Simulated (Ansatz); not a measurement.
Wanted: the native input for an Ansatz 0.2.0 run.

```
Task                : single point
Functional          : PBE
Potentials or basis : all-electron LAPW, scalar-relativistic
Cutoff              : 227 eV (chosen from the basis error)
Basis error allowed : 0.001 eV/atom
k mesh              : 8 × 8 × 8
Occupations         : gaussian, width 0.021 eV
Spin                : no spin polarisation
```

BeTe:

```
CELL_PARAMETERS angstrom
0.00000 2.77000 2.77000
2.77000 0.00000 2.77000
2.77000 2.77000 0.00000
ATOMIC_POSITIONS crystal
Te 0.75000 0.75000 0.75000
Be 0.00000 0.00000 0.00000
```

These files were run (other wordings do the same):

input.yaml

```yaml
crystal:
  lattice:
    - [0.0, 2.77, 2.77]
    - [2.77, 0.0, 2.77]
    - [2.77, 2.77, 0.0]
  atoms:
    - { symbol: Te, position: [0.75, 0.75, 0.75] }
    - { symbol: Be, position: [0.0, 0.0, 0.0] }
kpoints:
  mp_grid: { grid: [8, 8, 8] }
scf:
  occupations: { method: gaussian, width: 0.021 }
hamiltonian:
  xc: pbe
  pseudopotentials: { kind: all_electron, lapw: { basis_error: 0.001 } }
output:
  forces: true
  stress: true
  eigenvalues: true
```

Potentials or basis: all-electron LAPW, scalar-relativistic.

Run with:

```sh
$ ansatz run input.yaml --threads 1 --pin off --max-ram 3072MiB --backend cpu --events-out ev --progress --plain --runs-dir out
```

Results of the run:

```
Pressure               : 4.3 GPa
Band gap on the k mesh : 1.86 eV, indirect (least direct gap 3.59 eV)
```

Caveat: spin-orbit coupling is left out, which moves the levels of the heavy elements.

Run time: 12 s on 1 thread of Intel(R) Xeon(R) Processor @ 2.50GHz (Skylake/Cascade Lake) (shared host), peak memory 0.27 GiB.
